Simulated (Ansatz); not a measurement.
**SnO (P4/nmm), zone-centre modes**

All numbers below come from Ansatz 0.2.0, DFT PBE, scalar-relativistic, plane waves, PAW. Cutoff 420 eV, Γ-centred 10×10×8 k-points, Gaussian smearing of 0.05 eV. No spin polarisation.

The starting cell (relaxed at this level):

```yaml
crystal:
  lattice:
    - [3.86817, 0.00000, 0.00000]
    - [0.00000, 3.86817, 0.00000]
    - [0.00000, 0.00000, 5.06728]
  atoms:
    - { symbol: Sn, position: [0.00000, 0.50000, 0.22874] }
    - { symbol: Sn, position: [0.50000, 0.00000, 0.77126] }
    - { symbol: O, position: [0.00000, 0.00000, 0.00000] }
    - { symbol: O, position: [0.50000, 0.50000, 0.00000] }
```

Harmonic modes by finite displacements of 0.02 Å, without the LO–TO term.

Problem. At this geometry, is the structure stable against these modes?

Solution. Yes: no mode is imaginary beyond 10 cm⁻¹, and only the three translations lie near zero.

Problem. List the wavenumbers in cm⁻¹.

Solution. 0, 0, 0, 105, 105, 200, 240, 240, 327, 369, 429, 429.

Cost: 1 run of about 5.1 core-minutes, on Intel Xeon Processor @ 2.50GHz (Skylake/Cascade Lake) (shared hosts).